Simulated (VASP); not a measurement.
# CaB2 (R-3m) in VASP: equation of state

Aim: energy against volume of CaB2 in PBE, for its equilibrium volume and stiffness.

All numbers are computed with VASP 6.6.1; they aren't measurements. Logs are shortened: lines on timing, memory, paths and dates and some standing lists are left out, and cuts for length are marked.

### Step 1. The crystal as given

Symmetry: R-3m, No. 166, trigonal system. Conventional cell: a = 3.463 Å, b = 3.463 Å, c = 16.330 Å, α = 90.00°, β = 90.00°, γ = 120.00°. Ca (site symmetry -3m) has 6 B at 2.77 Å as nearest neighbours. B (site symmetry 3m) is surrounded by 1 B at 1.60 Å.

The cell was built by a generator and needn't be a form met in nature.

### Step 2. Equation of state, PBE, 17.71 Å³/atom (volume scaled by 0.94)

INCAR reads:

```
  PREC = Accurate
  ENCUT = 520
  EDIFF = 1E-7
  ISMEAR = -1
  SIGMA = 0.05
  LREAL = False
  LASPH = True
  NELM = 100
  ALGO = Normal
  ISIF = 2
  LWAVE = False
  LCHARG = False
  GGA = PE
  NBANDS = 15
```

KPOINTS reads:

```
regular mesh
0
Gamma
  9 9 9
```

POSCAR reads:

```
CaB2
1.0
    1.6961337555      0.9792628453      5.3323671869
   -1.6961337555      0.9792628453      5.3323671869
    0.0000000000     -1.9585256906      5.3323671869
Ca B
1 2
Direct
    0.0000000000      0.0000000000      0.0000000000
    0.4511200000      0.4511200000      0.4511200000
    0.5488800000      0.5488800000      0.5488800000
```

Potentials or basis: VASP PAW PBE potentials, release 64 (Ca_sv, B).

The run is started by

```console
$ cat potpaw_PBE.64/Ca_sv/POTCAR potpaw_PBE.64/B/POTCAR > POTCAR
$ mpirun -np 1 vasp_std > vasp.out
```

OUTCAR:

```text
PREC = Accurate
   ENCUT = 520
   EDIFF = 1E-7
   ISMEAR = -1
   LREAL = False
   LASPH = True
   NELM = 100
   ISIF = 2
   GGA = PE

 Found     85 irreducible k-points:

 Following reciprocal coordinates:
            Coordinates               Weight
  0.000000  0.000000  0.000000      1.000000
  0.111111  0.000000  0.000000      6.000000
  0.222222  0.000000 -0.000000      6.000000
  0.333333  0.000000 -0.000000      6.000000
  0.444444  0.000000 -0.000000      6.000000
  0.111111  0.111111  0.000000      6.000000
   k-points           NKPTS =     85   k-points in BZ     NKDIM =     85   number of bands    NBANDS=     15
   number of dos      NEDOS =    301   number of ions     NIONS =      3
   total plane-waves  NPLWV =  74088
   dimension x,y,z NGX =    42 NGY =   42 NGZ =   42
   dimension x,y,z NGXF=    84 NGYF=   84 NGZF=   84
   ions per type =               1   2
   NGX,Y,Z   is equivalent  to a cutoff of  12.29, 12.29, 12.29 a.u.
   NGXF,Y,Z  is equivalent  to a cutoff of  24.58, 24.58, 24.58 a.u.
 SYSTEM =  unknown system
   PREC   = accura    normal or accurate (medium, high low for compatibility)
   ISTART =      0    job   : 0-new  1-cont  2-samecut
   ICHARG =      2    charge: 1-file 2-atom 10-const
   ISPIN  =      1    spin polarized calculation?
   LNONCOLLINEAR =      F non collinear calculations
   LSORBIT =      F    spin-orbit coupling
   LASPH  =      T    aspherical Exc in radial PAW
   ENCUT  =  520.0 eV  38.22 Ry    6.18 a.u.  10.56 10.56 10.56*2*pi/ulx,y,z
   NELM   =    100;   NELMIN=  2; NELMDL= -5     # of ELM steps
   EDIFF  = 0.1E-06   stopping-criterion for ELM
   LREAL  =      F    real-space projection
   EDIFFG = 0.1E-05   stopping-criterion for IOM
   NSW    =      0    number of steps for IOM
   IBRION =     -1    ionic relax: 0-MD 1-quasi-New 2-CG
   NFREE  =      0    steps in history (QN), initial steepest desc. (CG)
   ISIF   =      2    stress and relaxation
   ISYM   =      2    0-nonsym 1-usesym 2-fastsym
   POTIM  = 0.5000    time-step for ionic-motion
   TEBEG  =    0.0;   TEEND  =   0.0 temperature during run
   PSTRESS=    0.0 pullay stress
   NELECT =      16.0000    total number of electrons
   NUPDOWN=      -1.0000    fix difference up-down
   EMIN   =  10.00;   EMAX   =-10.00  energy-range for DOS
   EFERMI =   0.00;   METHOD = LEGACY
   ISMEAR =    -1;   SIGMA  =   0.05  broadening in eV -4-tet -1-fermi 0-gaus
   EFERMI_NEDOS =   21; number of points for ismear=-14 and -15
   IALGO  =     38    algorithm
   IMIX   =      4    mixing-type and parameters
     AMIX     =   0.40;   BMIX     =  1.00
     AMIX_MAG =   1.60;   BMIX_MAG =  1.00
  volume/ion in A,a.u.               =      17.71       119.54
  Fermi-wavevector in a.u.,A,eV,Ry     =   1.097248  2.073497 16.380763  1.203952
  Thomas-Fermi vector in A             =   2.233604
   LORBIT       =      0    0 simple, 1 ext, 2 COOP (PROOUT), +10 PAW based schemes
   GGA     = PE    functional components
   LHFCALC =     F    Hartree Fock is set to
   AEXX    =    0.0000 exact exchange contribution
   IVDW    =     0    specifies the selected vdW correction
   LEPSILON=     F    determine dielectric tensor
   LRPA    =     F    only Hartree local field effects (RPA)
 non-spin polarized calculation
  energy-cutoff  :      520.00
  volume of cell :       53.14
 maximum number of plane-waves:      1459
   NGX = 21   NGY = 21   NGZ = 21

 number of electron      16.0000000 magnetization

 Free energy of the ion-electron system (eV)
  ---------------------------------------------------
  ext. energy  EPLUGINS =         0.00000000
  ---------------------------------------------------
  free energy    TOTEN  =       -11.78392782 eV

  energy without entropy =      -11.77529824  energy(sigma->0) =      -11.77961303

 E-fermi :   2.0335     XC(G=0):  -9.2188

 val. band max:        2.0328578905   @ k =   0.3333   0.3333   0.1111
 cond. band min:       2.0346975306   @ k =  -0.4444   0.3333   0.1111
 fundamental gap:      0.0018396401
 Fermi energy:         2.0335297301

 k-point     1 :       0.0000    0.0000    0.0000
  band No.  band energies     occupation
      1     -37.7946      2.00000
      2     -18.8814      2.00000
      3     -18.6363      2.00000
      4     -18.6363      2.00000
      5      -6.6881      2.00000
      6      -1.0979      2.00000
      7      -0.7076      2.00000
      8       4.2559      0.00000
      9       4.2559      0.00000
     10       5.3267      0.00000
     11       5.5382      0.00000
     12       5.5382      0.00000
     13       7.4296      0.00000
     14       7.4296      0.00000
     15      10.8462      0.00000

 k-point     2 :       0.1111    0.0000    0.0000
  band No.  band energies     occupation
      1     -37.7876      2.00000
      2     -18.8706      2.00000
      3     -18.6930      2.00000
      4     -18.6486      2.00000
      5      -6.5346      2.00000
      6      -1.1431      2.00000
      7      -0.4365      2.00000
      8       3.4944      0.00000
      9       4.0079      0.00000
     10       5.1590      0.00000
     11       5.6697      0.00000
     12       5.7270      0.00000
     13       7.3686      0.00000
     14       7.6111      0.00000
     15      10.4945      0.00000

 k-point     3 :       0.2222    0.0000   -0.0000
  band No.  band energies     occupation
      1     -37.7698      2.00000
      2     -18.8440      2.00000
      3     -18.8332      2.00000
      4     -18.6795      2.00000
      5      -6.1035      2.00000
      6      -1.1083      2.00000
      7       0.0635      2.00000
      8       2.2065      0.06098
      9       3.5044      0.00000
     10       4.4419      0.00000
     11       5.9134      0.00000
     12       6.2152      0.00000
     13       7.3420      0.00000
     14       7.9885      0.00000
     15       9.8844      0.00000

 k-point     4 :       0.3333    0.0000   -0.0000
  band No.  band energies     occupation
      1     -37.7495      2.00000
      2     -18.9895      2.00000
      3     -18.8119      2.00000
      4     -18.7144      2.00000
      5      -5.4968      2.00000
      6      -0.9880      2.00000
      7       0.0339      2.00000
      8       1.5148      1.99994
      9       3.0501      0.00000
     10       3.9535      0.00000
     11       5.4635      0.00000
     12       6.8378      0.00000
     13       7.8063      0.00000
     14       8.3707      0.00000
     15       9.5017      0.00000

 k-point     5 :       0.4444    0.0000   -0.0000
  band No.  band energies     occupation
      1     -37.7362      2.00000
      2     -19.0885      2.00000
      3     -18.7914      2.00000
      4     -18.7371      2.00000
      5      -4.9701      2.00000
      6      -0.8957      2.00000
      7      -0.6452      2.00000
      8       1.6807      1.99828
      9       2.7947      0.00000
     10       4.0174      0.00000
     11       4.6525      0.00000
     12       7.3474      0.00000
     13       8.3682      0.00000
     14       8.5529      0.00000
     15       9.1223      0.00000

 k-point     6 :       0.1111    0.1111    0.0000
  band No.  band energies     occupation
      1     -37.7876      2.00000
      2     -18.8709      2.00000
      3     -18.6930      2.00000
      4     -18.6486      2.00000
      5      -6.5246      2.00000
      6      -1.3097      2.00000
      7      -0.2546      2.00000
      8       3.4452      0.00000
      9       4.0543      0.00000
     10       5.1908      0.00000
     11       5.6056      0.00000
     12       5.7107      0.00000
     13       7.4687      0.00000
     14       7.5996      0.00000
     15      10.2225      0.00000

 [... further k-points ...]

------------------------ aborting loop because EDIFF is reached ----------------------------------------

  FORCE on cell =-STRESS in cart. coord.  units (eV):
  Direction    XX          YY          ZZ          XY          YZ          ZX
  --------------------------------------------------------------------------------------
  -------------------------------------------------------------------------------------
  Total        0.8157060      0.8157052      2.5551745      0.0000000      0.0000000     -0.0000000
  in kB       24.5931157     24.5930939     77.0371977      0.0000000      0.0000000     -0.0000000
  external PRESSURE =      42.0744691 kB  Pullay stress =       0.0000000 kB

 VOLUME and BASIS-vectors are now :
 -----------------------------------------------------------------------------
  energy-cutoff  :      520.00
  volume of cell :       53.14
      direct lattice vectors                 reciprocal lattice vectors
     1.696133756  0.979262845  5.332367187     0.294788072  0.170196048  0.062511324
    -1.696133756  0.979262845  5.332367187    -0.294788072  0.170196048  0.062511324
     0.000000000 -1.958525691  5.332367187     0.000000000 -0.340392097  0.062511324

 POSITION                                       TOTAL-FORCE (eV/Angst)
 -----------------------------------------------------------------------------------
      0.00000      0.00000      0.00000         0.000000     -0.000000      0.000000
      0.00000      0.00000      7.21661         0.000000     -0.000000     -0.570834
      0.00000      0.00000      8.78049         0.000000      0.000000      0.570834
 -----------------------------------------------------------------------------------
    total drift:                                0.000000      0.000000      0.000000

  FREE ENERGIE OF THE ION-ELECTRON SYSTEM (eV)
  ---------------------------------------------------
  free  energy   TOTEN  =       -11.7839278195 eV

  energy  without entropy=      -11.7752982364  energy(sigma->0) =      -11.77961303
```

It took 1.8 min on 1 thread of AMD EPYC 9R45 (Zen 5), shared host; peak memory 0.24 GiB.

Results:

| Property | Result |
| --- | --- |
| Free energy | -11.7839 eV |
| Pressure | 4.2 GPa |
| Largest force | 0.571 eV/Å |
| Band gap on the k mesh | none (metal or under the smearing width) |

### Step 3. Equation of state, PBE, 18.09 Å³/atom (volume scaled by 0.96)

INCAR reads:

```
SYSTEM = CaB2
ALGO = Normal ; EDIFF = 1E-7
ENCUT = 520 ; GGA = PE
ISIF = 2 ; ISMEAR = -1
LASPH = .TRUE. ; LCHARG = .FALSE.
LREAL = .FALSE. ; LWAVE = .FALSE.
NBANDS = 15 ; NELM = 80
PREC = Accurate ; SIGMA = 0.05
```

KPOINTS reads:

```
k-points
0
G
  9 9 9
  0 0 0
```

POSCAR reads:

```
CaB2
1.0
    1.7080787530      0.9861592897      5.3699203058
   -1.7080787530      0.9861592897      5.3699203058
    0.0000000000     -1.9723185795      5.3699203058
Ca B
1 2
Direct
    0.0000000000      0.0000000000      0.0000000000
    0.4511200000      0.4511200000      0.4511200000
    0.5488800000      0.5488800000      0.5488800000
```

Potentials or basis: VASP PAW PBE potentials, release 64 (Ca_sv, B).

The run is started by

```console
$ cat potpaw_PBE.64/Ca_sv/POTCAR potpaw_PBE.64/B/POTCAR > POTCAR
$ mpirun -np 1 vasp_std > vasp.out
```

OUTCAR:

```text
SYSTEM = CaB2
   EDIFF = 1E-7
   ENCUT = 520
   GGA = PE
   ISIF = 2
   ISMEAR = -1
   LASPH = .TRUE.
   LREAL = .FALSE.
   NELM = 80
   PREC = Accurate

 Found     85 irreducible k-points:

 Following reciprocal coordinates:
            Coordinates               Weight
  0.000000  0.000000  0.000000      1.000000
  0.111111  0.000000  0.000000      6.000000
  0.222222  0.000000  0.000000      6.000000
  0.333333  0.000000  0.000000      6.000000
  0.444444  0.000000  0.000000      6.000000
  0.111111  0.111111  0.000000      6.000000
[... 188 lines left out ...]
  --------------------------------------------------------------------------------------
  -------------------------------------------------------------------------------------
  Total        0.5316573      0.5316568      1.6781740      0.0000000     -0.0000000      0.0000000
  in kB       15.6952533     15.6952394     49.5419980      0.0000000     -0.0000000      0.0000000
  external PRESSURE =      26.9774969 kB  Pullay stress =       0.0000000 kB

 VOLUME and BASIS-vectors are now :
 -----------------------------------------------------------------------------
  energy-cutoff  :      520.00
  volume of cell :       54.27
      direct lattice vectors                 reciprocal lattice vectors
     1.708078753  0.986159290  5.369920306     0.292726550  0.169005827  0.062074168
    -1.708078753  0.986159290  5.369920306    -0.292726550  0.169005827  0.062074168
     0.000000000 -1.972318580  5.369920306     0.000000000 -0.338011655  0.062074168

 POSITION                                       TOTAL-FORCE (eV/Angst)
 -----------------------------------------------------------------------------------
      0.00000      0.00000      0.00000         0.000000      0.000000     -0.000000
      0.00000     -0.00000      7.26744         0.000000      0.000000     -0.374072
      0.00000     -0.00000      8.84233         0.000000     -0.000000      0.374072
 -----------------------------------------------------------------------------------
    total drift:                               -0.000000      0.000000     -0.000000

  FREE ENERGIE OF THE ION-ELECTRON SYSTEM (eV)
  ---------------------------------------------------
  free  energy   TOTEN  =       -11.8085524096 eV

  energy  without entropy=      -11.7998488778  energy(sigma->0) =      -11.80420064
```

Wall time 3.1 min (1 thread of AMD EPYC 9R45 (Zen 5), shared host); peak memory 0.3 GiB.

What came out:

```yaml
Free_energy: -11.8086 eV
Pressure: 2.7 GPa
Largest_force: 0.374 eV/Å
Band_gap_on_the_k_mesh: none (metal or under the smearing width)
```

### Step 4. Equation of state, PBE, 18.47 Å³/atom (volume scaled by 0.98)

INCAR reads:

```
SYSTEM = CaB2
ALGO = Normal
EDIFF = 1E-7
ENCUT = 520
GGA = PE
ISIF = 2
ISMEAR = -1
LASPH = .True.
LCHARG = .False.
LREAL = .False.
LWAVE = .False.
NBANDS = 15
NELM = 100
PREC = Accurate
SIGMA = 0.05
```

KPOINTS reads:

```
k-points
0
Gamma
  9 9 9
  0 0 0
```

POSCAR reads:

```
CaB2
1.0
    1.7198589787      0.9929606032      5.4069554093
   -1.7198589787      0.9929606032      5.4069554093
    0.0000000000     -1.9859212064      5.4069554093
Ca B
1 2
Direct
    0.0000000000      0.0000000000      0.0000000000
    0.4511200000      0.4511200000      0.4511200000
    0.5488800000      0.5488800000      0.5488800000
```

The run is started by

```console
$ cat potpaw_PBE.64/Ca_sv/POTCAR potpaw_PBE.64/B/POTCAR > POTCAR
$ mpirun -np 1 vasp_std > vasp.out
```

It took 2.9 min on 1 thread of AMD EPYC 9R45 (Zen 5), shared host; peak memory 0.3 GiB.

The run converged. Its results:

```
Free energy            : -11.8230 eV
Pressure               : 1.3 GPa
Largest force          : 0.189 eV/Å
Band gap on the k mesh : none (metal or under the smearing width)
```

### Step 5. Equation of state, PBE, 19.22 Å³/atom (volume scaled by 1.02)

INCAR reads:

```
SYSTEM = CaB2
ALGO     = Normal         ! electronic algorithm
EDIFF    = 1E-7           ! SCF threshold, eV
ENCUT    = 520            ! plane-wave cutoff, eV
GGA      = PE             ! functional
ISIF     = 2              ! what is computed and relaxed
ISMEAR   = -1             ! smearing method
LASPH    = .True.         ! aspherical terms in the spheres
LCHARG   = .False.        ! write CHGCAR
LREAL    = .False.        ! projectors in reciprocal space
LWAVE    = .False.        ! write WAVECAR
NBANDS   = 15             ! bands
NELM     = 100            ! most SCF steps
PREC     = Accurate       ! precision mode
SIGMA    = 0.05           ! smearing width, eV
```

KPOINTS is that of step 4.

POSCAR reads:

```
CaB2
1.0
    1.7429470891      1.0062905241      5.4795406533
   -1.7429470891      1.0062905241      5.4795406533
    0.0000000000     -2.0125810481      5.4795406533
Ca B
1 2
Direct
    0.0000000000      0.0000000000      0.0000000000
    0.4511200000      0.4511200000      0.4511200000
    0.5488800000      0.5488800000      0.5488800000
```

The run is started by

```console
$ cat potpaw_PBE.64/Ca_sv/POTCAR potpaw_PBE.64/B/POTCAR > POTCAR
$ mpirun -np 1 vasp_std > vasp.out
```

Run time: 2.6 min. Hardware: 1 thread of AMD EPYC 9R45 (Zen 5), shared host; peak memory 0.31 GiB.

Results (log left out):

- Free energy: -11.8250 eV
- Pressure: -1.1 GPa
- Largest force: 0.148 eV/Å
- Band gap on the k mesh: none (metal or under the smearing width)

### Step 6. Equation of state, PBE, 19.60 Å³/atom (volume scaled by 1.04)

INCAR reads:

```
SYSTEM = CaB2
PREC = Accurate
ENCUT = 520
EDIFF = 1E-7
ISMEAR = -1
SIGMA = 0.05
LREAL = .False.
LASPH = .True.
NELM = 100
ALGO = Normal
ISIF = 2
LWAVE = .False.
LCHARG = .False.
GGA = PE
NBANDS = 15
```

KPOINTS reads:

```
regular mesh
0
Gamma
  9 9 9
  0 0 0
```

POSCAR reads:

```
CaB2
1.0
    1.7542652445      1.0128250612      5.5151230831
   -1.7542652445      1.0128250612      5.5151230831
    0.0000000000     -2.0256501224      5.5151230831
Ca B
1 2
Direct
    0.0000000000      0.0000000000      0.0000000000
    0.4511200000      0.4511200000      0.4511200000
    0.5488800000      0.5488800000      0.5488800000
```

Potentials or basis: VASP PAW PBE potentials, release 64 (Ca_sv, B).

The run is started by

```console
$ cat potpaw_PBE.64/Ca_sv/POTCAR potpaw_PBE.64/B/POTCAR > POTCAR
$ mpirun -np 1 vasp_std > vasp.out
```

Wall time 2.9 min (1 thread of AMD EPYC 9R45 (Zen 5), shared host); peak memory 0.31 GiB.

It converged, with:

```
Free energy            : -11.8141 eV
Pressure               : -2.1 GPa
Largest force          : 0.300 eV/Å
Band gap on the k mesh : none (metal or under the smearing width)
```

### Step 7. Equation of state, PBE, 19.98 Å³/atom (volume scaled by 1.06)

INCAR reads:

```
PREC     = Accurate       # precision mode
ENCUT    = 520            # plane-wave cutoff, eV
EDIFF    = 1E-7           # SCF threshold, eV
ISMEAR   = -1             # smearing method
SIGMA    = 0.05           # smearing width, eV
LREAL    = F              # projectors in reciprocal space
LASPH    = T              # aspherical terms in the spheres
NELM     = 80             # most SCF steps
ALGO     = Normal         # electronic algorithm
ISIF     = 2              # what is computed and relaxed
LWAVE    = F              # write WAVECAR
LCHARG   = F              # write CHGCAR
GGA      = PE             # functional
NBANDS   = 15             # bands
```

KPOINTS reads:

```
regular mesh
0
Gamma
  9 9 9
```

POSCAR reads:

```
CaB2
1.0
    1.7654392098      1.0192763502      5.5502522027
   -1.7654392098      1.0192763502      5.5502522027
    0.0000000000     -2.0385527004      5.5502522027
Ca B
1 2
Direct
    0.0000000000      0.0000000000      0.0000000000
    0.4511200000      0.4511200000      0.4511200000
    0.5488800000      0.5488800000      0.5488800000
```

The run is started by

```console
$ cat potpaw_PBE.64/Ca_sv/POTCAR potpaw_PBE.64/B/POTCAR > POTCAR
$ mpirun -np 1 vasp_std > vasp.out
```

Run time: 2.7 min. Hardware: 1 thread of AMD EPYC 9R45 (Zen 5), shared host; peak memory 0.31 GiB.

It converged, with:

```
Free energy            : -11.7962 eV
Pressure               : -3.0 GPa
Largest force          : 0.444 eV/Å
Band gap on the k mesh : none (metal or under the smearing width)
```

### Step 8. Equation of state, PBE

Potentials or basis: VASP PAW PBE potentials, release 64 (Ca_sv, B).

This step only gathers the single runs of the series.

Results:

| Property | Result |
| --- | --- |
| Equilibrium volume | 18.88 Å³/atom |
| Bulk modulus at fixed shape and positions | 59 GPa |
| Pressure derivative of the bulk modulus | 3.7 |

Energy against volume, from the lowest point:
```tsv
volume (Å³/atom)	energy (meV/atom)
17.714	14.75
18.091	6.55
18.467	1.73
18.844	0.00
19.221	1.07
19.598	4.70
19.975	10.66
```

Caveat: the cell was scaled at fixed shape and fractional positions, which overstates the stiffness of a crystal with free parameters, most of all of layers and chains.
